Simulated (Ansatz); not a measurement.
# O: one crystal by all-electron and frozen-core methods

The same cell of O is computed with LAPW, all electrons, PAW with frozen cores and datasets made for this crystal, to set the results side by side.

Method: DFT PBE, scalar-relativistic, in Ansatz 0.2.0.

## 1. Starting point

It takes space group Fmmm (No. 69, orthorhombic). The conventional cell has a = 2.957 Å, b = 4.215 Å, c = 6.690 Å, α = 90.00°, β = 90.00°, γ = 90.00°. O (site symmetry mm2) is surrounded by 1 O at 1.17 Å.

Coordinates:

```cif
data_structure
_symmetry_space_group_name_H-M 'Fmmm'
_symmetry_Int_Tables_number 69
_cell_length_a 2.9567
_cell_length_b 4.2151
_cell_length_c 6.6897
_cell_angle_alpha 90.000
_cell_angle_beta 90.000
_cell_angle_gamma 90.000
_cell_volume 83.37
loop_
_atom_site_label
_atom_site_type_symbol
_atom_site_symmetry_multiplicity
_atom_site_Wyckoff_symbol
_atom_site_fract_x
_atom_site_fract_y
_atom_site_fract_z
_atom_site_occupancy
O1 O 8 i 0.00000 0.00000 0.08710 1
```

The file gives the conventional cell by its symmetry; the runs use the cell typed in the input.

The cell comes from a crystallographic database entry that wasn't checked; take it as a given geometry, which may be far from equilibrium.

Atoms are numbered in the order of the input: O1, O2.

## 2. LAPW, all electrons

The input, input.yaml:

```yaml
crystal:
  lattice:
    - [0.0, 2.10755, 3.34485]
    - [1.47835, 0.0, 3.34485]
    - [1.47835, 2.10755, 0.0]
  atoms:
    - { symbol: O, position: [0.0871, 0.0871, 0.9129] }
    - { symbol: O, position: [0.9129, 0.9129, 0.0871] }
kpoints:
  mp_grid: { grid: [12, 12, 12] }
  band_path:
    path:
      - [0.0, 0.0, 0.0]
      - [0.5, 0.0, 0.5]
      - [1.0, 0.5, 0.5]
      - [0.5, 0.5, 0.0]
      - [0.0, 0.0, 0.0]
      - [0.0, 0.4218456627, 0.4218456627]
      - [1.0, 0.5781543373, 0.5781543373]
      - [1.0, 0.5, 0.5]
      - [0.5, 0.0, 0.5]
    npoints: 8
scf:
  occupations: { method: fermi_dirac, width: 0.03 }
hamiltonian:
  xc: pbe
  pseudopotentials: { kind: all_electron, lapw: { basis_error: 0.001 } }
output:
  forces: true
  stress: true
  eigenvalues: true
  fatbands: true
  populations: true
  dos: { projected: true, de: 0.2, e_range: [-14, 8] }
```

## 3. PAW with frozen cores

Edit input.yaml of step 2 so:

```diff
@@ -26,3 +26,3 @@
   xc: pbe
-  pseudopotentials: { kind: all_electron, lapw: { basis_error: 0.001 } }
+  pseudopotentials: { kind: paw }
 output:
@@ -31,4 +31,5 @@
   eigenvalues: true
-  fatbands: true
+  efg: { contact_densities: true }
   populations: true
+  bader: true
   dos: { projected: true, de: 0.2, e_range: [-14, 8] }
```

## 4. Datasets made for this crystal

Edit input.yaml of step 3 so:

```diff
@@ -26,3 +26,3 @@
   xc: pbe
-  pseudopotentials: { kind: paw }
+  pseudopotentials: { kind: all_electron, datasets: crystal }
 output:
@@ -32,4 +32 @@
   efg: { contact_densities: true }
-  populations: true
-  bader: true
-  dos: { projected: true, de: 0.2, e_range: [-14, 8] }
```

(Steps that only read results are left out.)

What does the calculation give? Wanted: pressure; gap; largest force; Bader charges.

The runs gave:

```
           quantity                                               value
           pressure   LAPW 13.01, PAW 12.87, crystal datasets 13.01 GPa
         gap (LAPW)                                                none
      largest force  LAPW 3.845, PAW 3.781, crystal datasets 3.846 eV/Å
Bader charges (PAW)                                          O1 +0.00 e
```

At this geometry the cell is under compression of 13.0 GPa, so it would expand if let go. Bands cross the Fermi level: the crystal is a metal at this level. O 2p carries the largest share, 100 %, of the projected states within 0.3 eV of the Fermi level. The projection holds only the free atom's occupied shells (O 2s, O 2p in this range). The field gradient at O1, the largest by crystal datasets, is 11.26 by PAW and 10.71 by crystal datasets (10²¹ V/m²); frozen cores can miss part of the core's response. In pressure, PAW differs from LAPW by -0.13 GPa. The forces differ by at most 64 meV/Å in a component, on a largest force of 3.845 eV/Å. The price, with the outputs that each input asks for: 69 s for LAPW against 14 s for PAW, about 5 to one. Solid oxygen carries moments on its molecules; these runs leave spin out.
